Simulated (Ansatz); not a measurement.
# BeS: the band gap up the ladder of functionals

How large is the gap of the known phase of BeS (F-43m) with 2 atoms a cell, if it has one, with PBE, r2SCAN, HSE06, PBE0, LDA, G0W0, DDH-PBE0, LC-ωPBE, r2SCAN0? One geometry serves all levels.

The COD entry's cell or inner coordinates are ideal or old and differ from later refinements, so a difference from it is no clean test against experiment.

The runs shown are made with Ansatz 0.2.0. PAW datasets, plane waves. Spin-unpolarised throughout; all numbers are computed.

### 1 The system as given

The cell was relaxed beforehand with r2SCAN.

Space group F-43m (No. 216), cubic; conventional cell a = 4.869 Å, 14.43 Å³ an atom. Near Be stand 4 S at 2.11 Å; near S stand 4 Be at 2.11 Å.

Coordinates:

```cif
data_structure
_symmetry_space_group_name_H-M 'F-43m'
_symmetry_Int_Tables_number 216
_cell_length_a 4.8686
_cell_length_b 4.8686
_cell_length_c 4.8686
_cell_angle_alpha 90.000
_cell_angle_beta 90.000
_cell_angle_gamma 90.000
_cell_volume 115.40
loop_
_atom_site_label
_atom_site_type_symbol
_atom_site_symmetry_multiplicity
_atom_site_Wyckoff_symbol
_atom_site_fract_x
_atom_site_fract_y
_atom_site_fract_z
_atom_site_occupancy
Be1 Be 4 a 0.00000 0.00000 0.00000 1
S1 S 4 d 0.25000 0.25000 0.75000 1
```

### 2 Band structure with PBE

The input, input.yaml:

```yaml
crystal:
  lattice:
    - [0.0, 2.4343066371, 2.4343066371]
    - [2.4343066371, 0.0, 2.4343066371]
    - [2.4343066371, 2.4343066371, 0.0]
  atoms:
    - { symbol: Be, position: [0.0, 0.0, 0.0] }
    - { symbol: S, position: [0.25, 0.25, 0.25] }
kpoints:
  mp_grid: { grid: [10, 10, 10] }
  band_path:
    path:
      - [[0.0, 0.0, 0.0], [-0.5, -0.5, -2.721096653109e-34], [-0.375, -0.375, 0.25]]
      - [[-0.375, 2.135418584725e-17, 0.375], [0.0, 0.0, 0.0], [-1.017378993198e-19, -1.017378993198e-19, 0.5], [-0.5, -0.25, 0.25], [-0.5, -0.5, -2.721096653109e-34]]
    npoints: 10
hamiltonian:
  xc: pbe
scf:
  occupations: { method: fermi_dirac, width: 0.02 }
  n_extra_bands: 4
output:
  forces: true
  stress: true
  eigenvalues: true
  write_density: true
  write_potential: true
  elf: true
  volumetric_format: npy
```

Command:

```sh
$ ansatz run input.yaml --threads 1 --pin off --max-ram 2304MiB --backend cpu --events-out ev --progress --plain --runs-dir out
```

After this run come: r2SCAN at the same geometry; Single point with HSE06; PBE0; Single point with LDA; G0W0 on PBE; One-shot GW from PBE; DDH-PBE0 at the same geometry; LC-ωPBE at the same geometry; r2SCAN0.

What does the calculation give? Wanted: for each run, gap; kind; from PBE.

The runs gave:

```
                     level  gap (eV)                                  kind  from PBE (eV)
                       PBE      3.14                                Γ to X              0
                    r2SCAN      3.59                                Γ to X          +0.45
                     HSE06      4.09                                Γ to X          +0.95
                      PBE0      4.80                                Γ to X          +1.66
                       LDA      2.92                                Γ to X          -0.22
 G0W0@PBE (86 empty bands)      4.38                   PBE path plus shift          +1.24
G0W0@PBE (213 empty bands)      4.53                   PBE path plus shift          +1.39
                  DDH-PBE0      4.39                                Γ to X          +1.25
                   LC-ωPBE      8.90  Γ to (0.00, -0.50, -0.50), mesh only          +5.76
                   r2SCAN0      5.06                                Γ to X          +1.92
```

Meshes: PBE 10×10×10, r2SCAN 10×10×10, HSE06 6×6×6, PBE0 6×6×6, LDA 10×10×10, DDH-PBE0 6×6×6, LC-ωPBE 6×6×6, r2SCAN0 6×6×6. Gaps marked «mesh only» don't see the path that PBE's does.

LDA gives the least gap, 2.92 eV, and LC-ωPBE the largest, 8.90 eV. PBE reaches 69 % of the G0W0@PBE value, and r2SCAN 79 %. PBE0 lies 0.71 eV above HSE06, which differs from it by screening the long-range exchange. G0W0 here is at a finite number of bands, screening cutoff and k mesh, not at the basis limit. All values are for fixed nuclei; lattice motion, which mostly narrows measured gaps, is not included.
